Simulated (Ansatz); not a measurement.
# MoS2 (P-3m1) in Ansatz: further runs

One crystal, MoS2, is run at these levels: PBE, PBE+D3(BJ), PBE+D3(BJ)-ATM, PBE+D4; tasks: relaxation of cell and atoms.

Program: Ansatz 0.2.0. These are calculated values, not measurements. Logs are shortened: lines on timing, memory, paths and dates and some standing lists are left out, and cuts for length are marked.

## (1) The structure

Symmetry: P-3m1, No. 164, trigonal system. The conventional cell has a = 3.227 Å, b = 3.227 Å, c = 6.312 Å, α = 90.00°, β = 90.00°, γ = 120.00°. Around Mo (site symmetry -3m) lie 6 S at 2.42 Å. Around S (site symmetry 3m) lie 3 Mo at 2.42 Å.

Measurements of this composition are mostly on another form, of space group No. 194.

## (2) Relaxation of cell and atoms, PBE

input.yaml

```yaml
crystal:
  lattice:
    - [3.2274645616, 0.0, 0.0]
    - [-1.6137322808, 2.7950663001, 0.0]
    - [0.0, 0.0, 6.31247342]
  atoms:
    - { symbol: Mo, position: [0.0, 0.0, 0.5] }
    - { symbol: S, position: [0.6666666667, 0.3333333333, 0.74468068] }
    - { symbol: S, position: [0.3333333333, 0.6666666667, 0.25531932] }
hamiltonian:
  xc: pbe
  pseudopotentials: { kind: paw }
kpoints:
  mp_grid: { grid: [9, 9, 4] }
scf:
  occupations: { method: fermi_dirac, width: 0.05 }
output:
  forces: true
  stress: true
  eigenvalues: true
  write_density: true
  write_potential: true
  elf: true
  volumetric_format: npy
relax:
  f_tol: 0.01
  max_steps: 40
  cell: { stress_tol: 0.05 }
```

Potentials or basis: Ansatz PAW.

Launch:

```
ansatz run input.yaml --threads 2 --pin off --max-ram 5632MiB --backend cpu --events-out ev --progress --plain --runs-dir out
```

What it wrote:

```text
Warning: RAYON_NUM_THREADS=2 ignored (pool sized by the plan → 2); use --threads N
Engine: ansatz 0.2.0, x86_64-unknown-linux-gnu
Pseudopotentials: kind: paw
Pseudopotential: Mo, paw, valence charge 14, recommended cutoff 420 eV (normal), Mo.paw.azcp
Pseudopotential: S, paw, valence charge 6, recommended cutoff 420 eV (normal), S.paw.azcp
Functional definition: PBE
  parameter kappa = 0.804
  parameter beta = 0.06672455060314922
  exchange = pbe_x(kappa = kappa, mu = beta*pi^2/3)
  correlation = pbe_c(beta = beta)
Crystal: 3 atoms, lattice volume = 56.945 Å³
Basis set: ecut = 420 eV, 1137 PW (Γ), exchange–correlation on 48×48×90 points (8 copies of the dense FFT grid, shifted against one another)
Bands: 17, of which v1, the nominal top of the filled ones, is band 13 counted from 1 (12 counted from 0)
Symmetry: 12 space group operations
Space group: P-3m1 (ITA 164), of the structure as read, at distance tolerance 3.8e-5 Å
k-points: 43 of 324
Non-local potential: Mo, projectors of the file, l = 0: 3, l = 1: 2, l = 2: 2, l = 3: 1
Non-local potential: S, projectors of the file, l = 0: 2, l = 1: 2, l = 2: 2
PAW form: soft (Blöchl's): semilocal exchange-correlation on the pseudo side does not see the compensation charge
PAW one-centre angular grid: Mo, 590 points (default); XC on 64 Gauss nodes
PAW one-centre angular grid: S, 110 points (default); XC on 64 Gauss nodes
Initial density: superposition of atomic densities (neutral atoms: chi_scale 0, normalization atom), corrected by the library's trained network
Initial wavefunctions: pseudopotential atomic-orbital guess
Functional: x = pbe(κ = 0.804, μ = 0.2195149727645171), c = pbe(β = 0.06672455060314922)
SCF iter   1: F=—  HF=-6761.979080 eV  |F-HF|=—  |Δ(HF+E_count)|=         —  Δρ=6.04e-3  dr2=1.63e-2  ethr=1.77e-3  ⟨swp⟩=6.0  Hψ=4006  notcnv=0
preconditioner: auto → LDOS  [metal: Δε(μ)=0.168 eV  Ē_g=7.825 eV  σ=0.050 eV  W_gap=0.49  n_scr=10 (ndim 8)  ℏωp=20.9 eV  f_vac=0.025  D(μ)=1.10/eV (n_scr^D=2)  β→1.0]
SCF iter   2: F=—  HF=-6761.979352 eV  |F-HF|=—  |Δ(HF+E_count)|=   2.72e-4  Δρ=3.33e-3  dr2=1.25e-2  ethr=6.27e-5  ⟨swp⟩=2.1  Hψ=1724  notcnv=0
SCF iter   3: F=—  HF=-6761.976803 eV  |F-HF|=—  |Δ(HF+E_count)|=   2.55e-3  Δρ=4.04e-4  dr2=1.23e-4  ethr=4.83e-5  ⟨swp⟩=2.0  Hψ=989  notcnv=0
SCF iter   4: F=—  HF=-6761.976808 eV  |F-HF|=—  |Δ(HF+E_count)|=   5.66e-6  Δρ=1.31e-4  dr2=8.86e-6  ethr=4.75e-7  ⟨swp⟩=2.0  Hψ=1135  notcnv=0
SCF iter   5: F=—  HF=-6761.976713 eV  |F-HF|=—  |Δ(HF+E_count)|=   9.51e-5  Δρ=2.14e-5  dr2=1.62e-7  ethr=3.41e-8  ⟨swp⟩=2.0  Hψ=1037  notcnv=0
SCF iter   6: F=-6761.976713 eV  HF=-6761.976713 eV  |F-HF|=2.78e-9  |Δ(HF+E_count)|=   1.39e-7  Δρ=5.65e-6  dr2=1.06e-8  ethr=3.85e-10  ⟨swp⟩=10.0  Hψ=5479  notcnv=0
SCF 1 converged in 6 iterations: F = -6761.976713 eV  dr2 = 1.06e-8
relax step   1: F+E_penalty+E_count = -6761.97671322 eV  Δ(F+E_penalty+E_count) = +0.000e0 eV  max|allowed force component| = 2.836e-1 eV/Å  Δτ_max = 0.0000 Å  P = +1.084 GPa  Ω = 56.945 Å³  (6 SCF iters, dr2 threshold 1.00e-7 eV, accepted)
Crystal: 3 atoms, lattice volume = 56.263 Å³
Basis set: ecut = 420 eV, 1113 PW (Γ), exchange–correlation on 48×48×90 points (8 copies of the dense FFT grid, shifted against one another)
Initial density: handed on by an earlier stage of this run
Initial wavefunctions: those handed on with the density
iter 1 solved again at ethr=3.44e-5 eV; its pass at ethr=3.10e-3 eV (dr2=8.94e-3 eV) is discarded
SCF iter   1: F=—  HF=-6761.986949 eV  |F-HF|=—  |Δ(HF+E_count)|=         —  Δρ=2.79e-3  dr2=1.18e-2  ethr=3.44e-5  ⟨swp⟩=2.0  Hψ=4866  notcnv=0
eigensolver tolerance schedule calibrated: the retry pair's looser diagonalisation under-reported the residual by θ = 0.24 (0.12/decade); ethr = c·dr2/N_el runs at the constant in force after the calibration composes with the one it found (an armed cap, an earlier calibration), c = 6.6e-2
preconditioner: auto → LDOS  [metal: Δε(μ)=0.072 eV  Ē_g=7.786 eV  σ=0.050 eV  W_gap=0.32  n_scr=10 (ndim 8)  ℏωp=21.0 eV  f_vac=0.024  D(μ)=0.95/eV (n_scr^D=2)  β→1.0]
SCF iter   2: F=—  HF=-6761.987332 eV  |F-HF|=—  |Δ(HF+E_count)|=   3.83e-4  Δρ=2.50e-3  dr2=1.39e-2  ethr=2.98e-5  ⟨swp⟩=2.0  Hψ=1204  notcnv=0
SCF iter   3: F=—  HF=-6761.985313 eV  |F-HF|=—  |Δ(HF+E_count)|=   2.02e-3  Δρ=2.55e-4  dr2=4.29e-5  ethr=2.98e-5  ⟨swp⟩=2.0  Hψ=1022  notcnv=0
[... 84 lines left out ...]
Crystal: 3 atoms, lattice volume = 61.325 Å³
iter 1 solved again at ethr=2.14e-6 eV; its pass at ethr=3.10e-3 eV (dr2=5.55e-4 eV) is discarded
SCF iter   1: F=—  HF=-6761.994950 eV  |F-HF|=—  |Δ(HF+E_count)|=         —  Δρ=8.17e-4  dr2=5.24e-4  ethr=2.14e-6  ⟨swp⟩=3.0  Hψ=4623  notcnv=0
preconditioner: auto → LDOS  [metal: Δε(μ)=0.091 eV  Ē_g=7.781 eV  σ=0.050 eV  W_gap=0.39  n_scr=10 (ndim 8)  ℏωp=20.1 eV  f_vac=0.124  D(μ)=0.80/eV (n_scr^D=2)  β→1.0]
SCF iter   2: F=—  HF=-6761.994936 eV  |F-HF|=—  |Δ(HF+E_count)|=   1.46e-5  Δρ=6.10e-4  dr2=3.93e-4  ethr=2.01e-6  ⟨swp⟩=2.0  Hψ=1118  notcnv=0
SCF iter   3: F=—  HF=-6761.994866 eV  |F-HF|=—  |Δ(HF+E_count)|=   6.93e-5  Δρ=9.81e-5  dr2=1.05e-5  ethr=1.51e-6  ⟨swp⟩=2.4  Hψ=1051  notcnv=0
SCF iter   4: F=—  HF=-6761.994948 eV  |F-HF|=—  |Δ(HF+E_count)|=   8.20e-5  Δρ=1.74e-5  dr2=4.62e-7  ethr=4.06e-8  ⟨swp⟩=2.1  Hψ=901  notcnv=0
SCF iter   5: F=—  HF=-6761.994947 eV  |F-HF|=—  |Δ(HF+E_count)|=   1.61e-6  Δρ=4.30e-6  dr2=1.88e-8  ethr=1.78e-9  ⟨swp⟩=2.0  Hψ=1053  notcnv=0
SCF iter   6: F=—  HF=-6761.994947 eV  |F-HF|=—  |Δ(HF+E_count)|=   1.62e-9  Δρ=9.89e-7  dr2=3.42e-10  ethr=7.25e-11  ⟨swp⟩=2.0  Hψ=1065  notcnv=0
SCF iter   7: F=-6761.994947 eV  HF=-6761.994947 eV  |F-HF|=4.00e-11  |Δ(HF+E_count)|=  5.56e-10  Δρ=2.48e-7  dr2=2.18e-11  ethr=1.00e-12  ⟨swp⟩=7.2  Hψ=3909  notcnv=0
SCF 10 converged in 7 iterations: F = -6761.994947 eV  dr2 = 2.18e-11
relax step  10: F+E_penalty+E_count = -6761.99494679 eV  Δ(F+E_penalty+E_count) = +1.055e-5 eV  max|allowed force component| = 3.315e-3 eV/Å  Δτ_max = 0.0079 Å  P = +0.027 GPa  Ω = 61.325 Å³  energy of the carried Pulay correction = -8.301e-5 eV  (7 SCF iters, accepted)
iter 1 solved again at ethr=3.39e-7 eV; its pass at ethr=3.10e-3 eV (dr2=8.82e-5 eV) is discarded
SCF iter   1: F=—  HF=-6761.994885 eV  |F-HF|=—  |Δ(HF+E_count)|=         —  Δρ=5.99e-5  dr2=7.65e-8  ethr=3.39e-7  ⟨swp⟩=4.0  Hψ=6420  notcnv=0
eigensolver tolerance schedule: the retry pair's looser diagonalisation over-reported the residual by 1151.86 of it (diagonalisation noise at 0.14 of the residual, at the tolerance the schedule requests for it); recorded, not acted on — ethr = c·dr2/N_el stays at c = 1.0e-1
preconditioner: auto → LDOS  [metal: Δε(μ)=0.090 eV  Ē_g=7.785 eV  σ=0.050 eV  W_gap=0.39  n_scr=10 (ndim 8)  ℏωp=20.1 eV  f_vac=0.124  D(μ)=0.81/eV (n_scr^D=2)  β→1.0]
SCF iter   2: F=—  HF=-6761.995031 eV  |F-HF|=—  |Δ(HF+E_count)|=   1.46e-4  Δρ=3.74e-6  dr2=5.36e-9  ethr=2.94e-10  ⟨swp⟩=2.5  Hψ=1416  notcnv=0
SCF iter   3: F=—  HF=-6761.995031 eV  |F-HF|=—  |Δ(HF+E_count)|=   1.19e-9  Δρ=1.53e-6  dr2=3.13e-9  ethr=2.06e-11  ⟨swp⟩=2.0  Hψ=1294  notcnv=0
SCF iter   4: F=—  HF=-6761.995031 eV  |F-HF|=—  |Δ(HF+E_count)|=  6.19e-10  Δρ=4.62e-7  dr2=6.92e-11  ethr=1.20e-11  ⟨swp⟩=1.6  Hψ=771  notcnv=0
SCF iter   5: F=-6761.995031 eV  HF=-6761.995031 eV  |F-HF|=9.09e-13  |Δ(HF+E_count)|=  4.82e-11  Δρ=7.00e-8  dr2=4.13e-12  ethr=1.00e-12  ⟨swp⟩=7.4  Hψ=3827  notcnv=0
SCF 11 converged in 5 iterations: F = -6761.995031 eV  dr2 = 4.13e-12
relax step  11: F+E_penalty+E_count = -6761.99503115 eV  Δ(F+E_penalty+E_count) = -8.436e-5 eV  max|allowed force component| = 3.298e-3 eV/Å  Δτ_max = 0.0000 Å  P = +0.025 GPa  Ω = 61.325 Å³  stress off target by 2.85e-2 GPa  SCF on the basis re-selected at this cell (its energy is not comparable with the rows above)  (5 SCF iters)
basis re-selected at this cell: Δ(F+E_penalty+E_count) = -8.436e-5 eV, ΔP = -0.002 GPa vs the last step (what re-selecting the basis moved, of the pressure what is left beyond the Pulay correction that the steps carried, after the strain that the cell walked since its last selection, with what the two solves' SCF thresholds leave and, on support functions, any second-order correction that the steps lacked; it is no measure of the basis error at this ecutwfc). This SCF's stress stands 2.85e-2 GPa from its target on what of the cell is left free (relax.cell.stress_tol is 5.00e-2 GPa) and its largest allowed force component is 3.30e-3 eV/Å (relax.f_tol is 1.00e-2 eV/Å): within both
SCF converged after 5 iterations
Free energy (F): -6761.995031 eV
Harris-Foulkes:  -6761.995031 eV  (|F-HF|=9.09e-13)
Internal energy: -6761.987541 eV  (E = F + TS)
E sigma→0 (E₀):  -6761.991286 eV
Entropy (-TS):   -0.007490 eV (-2.497 meV/atom)
Fermi energy:    8.986996 eV
--- Per-component energies (eV) ---
  E_band       = -207.577711
  E_kinetic    = 654.038352
  E_local      = -2500.429978  (includes V_loc(G=0)·N_el)
  E_nonlocal   = 199.371856
  E_hartree    = 998.155748
  E_xc         = -377.445570
  E_vxc        = -403.559758  (∫ρ·V_xc dr)
  E_paw        = -4401.500240  (= ΣΔE_a)
  E_vpaw       = -153.309829  (= ΣTr[D̂ρ^β])
  E_aug_tail   = 0.000048  (compensation charges beyond the density's cutoff)
  E_ewald      = -1334.177757
  E_smearing   = -0.007490  (= −TS)
  E_closure    = -0.000000  (closes the sum)
  Σ components = -6761.995031   (vs F -6761.995031, Δ=0.00e0)
--- Forces (eV/Å), atoms counted from 1 ---
  atom   1  Mo     0.00000000     0.00000000     0.00000000
  atom   2  S     -0.00000000    -0.00000000     0.00329770
  atom   3  S      0.00000000     0.00000000    -0.00329770
  max |Σ_I F_I| component: 2.31e-18 eV/Å
--- Stress (GPa, compression-positive) ---
        0.022975       0.000000       0.000000
        0.000000       0.022975       0.000000
        0.000000       0.000000       0.028503
  P = ⅓ Tr σ = 0.0248 GPa (0.248 kbar)
--- Band table (eV; the first three rows and the last of 43) ---
  k-point 0: bands = ["-52.7462", "-26.7834", "-26.7188", "-26.7188", "-5.7643", "-4.5517", "2.5586", "5.2223", "5.2223", "6.6149", "7.8818", "8.1540", "8.1540", "8.8397", "8.8397", "12.2177", "12.2177"]
  k-point 1: bands = ["-52.7462", "-26.7834", "-26.7188", "-26.7188", "-5.7360", "-4.5988", "2.7205", "5.2233", "5.2233", "6.0952", "8.1533", "8.1533", "8.2572", "8.8308", "8.8308", "12.2394", "12.2394"]
  k-point 2: bands = ["-52.7462", "-26.7834", "-26.7188", "-26.7188", "-5.7053", "-4.6479", "2.9088", "5.2244", "5.2244", "5.6738", "8.1526", "8.1526", "8.5061", "8.8219", "8.8219", "12.2612", "12.2612"]
  k-point 42: bands = ["-52.7059", "-26.9656", "-26.9656", "-26.7030", "-3.6639", "-3.6639", "3.5010", "3.5010", "3.7384", "5.2022", "5.2022", "5.3003", "9.4465", "9.4465", "9.8638", "12.4516", "12.4516"]
--- Relaxed structure (9 steps of the walk, 9 accepted, 2 SCFs on fresh bases) ---
  F+E_penalty+E_count = -6761.99503115 eV   max|allowed force component| = 3.298e-3 eV/Å   (the final SCF, on the basis selected at the relaxed cell)
  cell:  # Å, volume = 61.3248 Å³
    - [3.1923096700419737, -2.5850616072827855e-33, 5.687135536022125e-32]
    - [-1.5961548350209869, 2.7646212710030684, 9.296549466258246e-18]
    - [5.056022265700546e-32, 2.099564557761837e-17, 6.948567405649734]
  atoms:
    - { symbol: Mo, position: [-1.1555579666323415e-33, -7.703719777548943e-34, 0.5] }
    - { symbol: S, position: [0.6666666666666666, 0.3333333333333333, 0.7278924403976571] }
    - { symbol: S, position: [0.3333333333333333, 0.6666666666666666, 0.27210755960234284] }
```

It took 8.6 s on 2 threads of Intel Xeon 6975P-C (Granite Rapids), shared host; peak memory 0.43 GiB.

What came out:

```
Free energy                            : -6761.9950 eV
Relaxed volume                         : 20.44 Å³/atom
Relaxed cell                           : a = 3.192 Å, b = 3.192 Å, c = 6.949 Å, α = 90.00°, β = 90.00°, γ = 120.00°
Space group after relaxing (to 0.05 Å) : P-3m1 (No. 164)
Energy gained by relaxing              : 6.1 meV/atom
Ionic steps                            : 11
Pressure after relaxing                : 0.0 GPa
Largest force after relaxing           : 0.003 eV/Å
Band gap on the k mesh                 : none (metal or under the smearing width)
```

Forces in eV/Å, atoms in the order of the input:
```
Mo   0.000  0.000  0.000
S    0.000  0.000  0.003
S    0.000  0.000 -0.003
```

The path:
```
step  energy change (eV)  largest force (eV/Å)  volume (Å³)
   1              0.0000                0.2836        56.94
   2             -0.0086                0.1337        56.26
   3             -0.0136                0.0273        57.46
   4             -0.0160                0.0292        58.58
   5             -0.0173                0.0239        59.80
   6             -0.0175                0.0008        60.15
   7             -0.0175                0.0032        60.49
   8             -0.0182                0.0032        60.49
   9             -0.0182                0.0034        61.02
  10             -0.0182                0.0033        61.32
  11             -0.0183                0.0033        61.32
```

Final structure:
```
Mo S
1.0
     3.19231    0.00000    0.00000
    -1.59615    2.76462    0.00000
     0.00000    0.00000    6.94857
Mo S
1 2
Cartesian
  0.0000 0.0000 3.4743
  1.5962 0.9215 5.0578
  0.0000 1.8431 1.8908
```

Levels at points of the mesh, in eV from the Fermi level:
```tsv
k point	band 9	band 10	band 11	band 12	band 13	band 14	band 15	band 16	band 17
(0.00, 0.00, 0.00)	-3.76	-2.37	-1.11	-0.83	-0.83	-0.15	-0.15	3.23	3.23
(0.00, 0.00, -0.50)	-3.76	-3.31	-0.83	-0.83	-0.48	-0.17	-0.17	3.27	3.27
```

Caveat: the plane-wave basis is chosen anew once the cell has moved, so the energies of steps on either side of that aren't comparable; this functional lacks dispersion, which binds the layers, so the pressure and a relaxed spacing across them are unreliable.

[end of part 1 of 2]
